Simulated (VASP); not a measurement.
## VASP 6.6.1 run: SiC

INCAR

```
LASPH = .TRUE.
IBRION = -1
SIGMA = 0.01
NELM = 63
LWAVE = .FALSE.
ENCUT = 520
GGA = PE
PREC = Accurate
NBANDS = 11
NSW = 0
ISMEAR = 0
EDIFF = 1E-7
LCHARG = .FALSE.
ISIF = 2
ALGO = Normal
LREAL = .FALSE.
```

KPOINTS

```
KPOINTS created by Atomic Simulation Environment
0
Gamma
12 12 12
0 0 0
```

POSCAR

```
Si C
 1.0000000000000000
     0.0000000000000000    2.2433939216000001    2.2433939216000001
     2.2433939216000001    0.0000000000000000    2.2433939216000001
     2.2433939216000001    2.2433939216000001    0.0000000000000000
 Si  C
   1   1
Cartesian
  0.0000000000000000  0.0000000000000000  0.0000000000000000
  1.1216969608000000  1.1216969608000000  1.1216969608000000
```

The recommended PBE PAW datasets give the neutral cell 8 valence electrons.

Command

```
mpirun -np 1 vasp_std
```

OSZICAR

```
N       E                     dE             d eps       ncg     rms          rms(c)
DAV:   1     0.365802849444E+01    0.36580E+01   -0.37444E+03  1648   0.602E+02
DAV:   2    -0.159633181844E+02   -0.19621E+02   -0.18749E+02  2038   0.108E+02
DAV:   3    -0.166142612391E+02   -0.65094E+00   -0.64959E+00  1953   0.161E+01
DAV:   4    -0.166170736216E+02   -0.28124E-02   -0.28122E-02  1828   0.135E+00
DAV:   5    -0.166170876855E+02   -0.14064E-04   -0.14064E-04  1943   0.895E-02    0.796E+00
DAV:   6    -0.150239778964E+02    0.15931E+01   -0.63635E+00  1773   0.108E+01    0.345E+00
DAV:   7    -0.149980471250E+02    0.25931E-01   -0.28766E-01  1887   0.315E+00    0.164E+00
DAV:   8    -0.149910344009E+02    0.70127E-02   -0.18752E-02  1785   0.911E-01    0.171E-01
DAV:   9    -0.149911222125E+02   -0.87812E-04   -0.18483E-03  2004   0.235E-01    0.109E-01
DAV:  10    -0.149912484712E+02   -0.12626E-03   -0.28646E-04  1778   0.999E-02    0.265E-02
DAV:  11    -0.149912514707E+02   -0.29995E-05   -0.54451E-05  1884   0.366E-02    0.705E-03
DAV:  12    -0.149912520394E+02   -0.56870E-06   -0.24230E-06  1851   0.931E-03    0.124E-03
DAV:  13    -0.149912520463E+02   -0.69795E-08   -0.14227E-07  1723   0.234E-03
   1 F= -.14991252E+02 E0= -.14991252E+02  d E =-.112058E-32
```

From OUTCAR

```
k-points           NKPTS =     72   k-points in BZ     NKDIM =     72   number of bands    NBANDS=     11

   NELECT =       8.0000    total number of electrons

   dimension x,y,z NGX =    24 NGY =   24 NGZ =   24
   dimension x,y,z NGXF=    48 NGYF=   48 NGZF=   48

  energy-cutoff  :      520.00
  volume of cell :       22.58
      direct lattice vectors                 reciprocal lattice vectors
     0.000000000  2.243393922  2.243393922    -0.222876596  0.222876596  0.222876596
     2.243393922  0.000000000  2.243393922     0.222876596 -0.222876596  0.222876596
     2.243393922  2.243393922  0.000000000     0.222876596  0.222876596 -0.222876596

 k-points in reciprocal lattice and weights: KPOINTS created by Atomic Simulation Env
   0.00000000  0.00000000  0.00000000       0.001
   0.08333333  0.00000000  0.00000000       0.005
   0.16666667  0.00000000  0.00000000       0.005
   0.25000000  0.00000000  0.00000000       0.005
   0.33333333  0.00000000  0.00000000       0.005
   0.41666667  0.00000000  0.00000000       0.005
   0.50000000  0.00000000  0.00000000       0.002
   0.08333333  0.08333333  0.00000000       0.003
   ...

 E-fermi :   7.2358

 k-point     1 :       0.0000    0.0000    0.0000
  band No.  band energies     occupation
      1      -7.5785      2.00000
      2       7.1556      2.00000
      3       7.1556      2.00000
      4       7.1556      2.00000
      5      12.3740      0.00000
      6      13.8824      0.00000
      7      13.8824      0.00000
      8      13.8824      0.00000
      9      21.1656      0.00000
     10      21.1656      0.00000
     11      22.3266      0.00000

 k-point     2 :       0.0833    0.0000    0.0000
  band No.  band energies     occupation
      1      -7.4519      2.00000
      2       6.4305      2.00000
      3       7.0625      2.00000
      4       7.0625      2.00000
      5      12.6837      0.00000
      6      13.9789      0.00000
      7      14.0488      0.00000
      8      14.0488      0.00000
      9      20.4782      0.00000
     10      20.4782      0.00000
     11      22.6201      0.00000

 k-point     3 :       0.1667    0.0000    0.0000
  band No.  band energies     occupation
      1      -7.0763      2.00000
      2       4.8377      2.00000
      3       6.8325      2.00000
      4       6.8325      2.00000
      5      12.7009      0.00000
      6      14.3876      0.00000
      7      14.3876      0.00000
      8      14.7351      0.00000
      9      19.7370      0.00000
     10      19.7370      0.00000
     11      22.1363      0.00000

 k-point     4 :       0.2500    0.0000    0.0000
  band No.  band energies     occupation
      1      -6.4672      2.00000
      2       3.0110      2.00000
      3       6.5625      2.00000
      4       6.5625      2.00000
      5      12.3795      0.00000
      6      14.5322      0.00000
      7      14.5322      0.00000
      8      15.7525      0.00000
      9      19.8179      0.00000
     10      19.8179      0.00000
     11      21.5668      0.00000

 k-point     5 :       0.3333    0.0000    0.0000
  band No.  band energies     occupation
      1      -5.6653      2.00000
      2       1.2427      2.00000
      3       6.3301      2.00000
      4       6.3301      2.00000
      5      12.0769      0.00000
      6      14.3645      0.00000
      7      14.3645      0.00000
      8      16.4370      0.00000
      9      20.8321      0.00000
     10      20.8321      0.00000
     11      21.5583      0.00000

 ...

  Total       -1.8837376     -1.8837376     -1.8837376     -0.0000000      0.0000000      0.0000000
  in kB     -133.6547405   -133.6547405   -133.6547405     -0.0000000      0.0000000      0.0000000
  external PRESSURE =    -133.6547405 kB  Pullay stress =       0.0000000 kB

 POSITION                                       TOTAL-FORCE (eV/Angst)
 -----------------------------------------------------------------------------------
      0.00000      0.00000      0.00000        -0.000000     -0.000000      0.000000
      1.12170      1.12170      1.12170         0.000000      0.000000     -0.000000
 -----------------------------------------------------------------------------------
    total drift:                                0.000000      0.000000      0.000000

  FREE ENERGIE OF THE ION-ELECTRON SYSTEM (eV)
  ---------------------------------------------------
  free  energy   TOTEN  =       -14.9912520463 eV

  energy  without entropy=      -14.9912520463  energy(sigma->0) =      -14.99125205
```

It converged. Results: gap between bands v and c on the k mesh 1.43 eV; least direct gap on the k mesh 4.45 eV; pressure -13.4 GPa. Band v is the last that the valence electrons fill when counted band by band, and c is the next.

For comparison, a separate r²SCAN run of the intended cell, on usual settings and not on those above, gives a gap of 1.77 eV on its mesh and a pressure of -17.0 GPa.

The run above took about 12 s on one core of a shared host (Intel Xeon Platinum 8488C) and held 0.14 GiB at most.
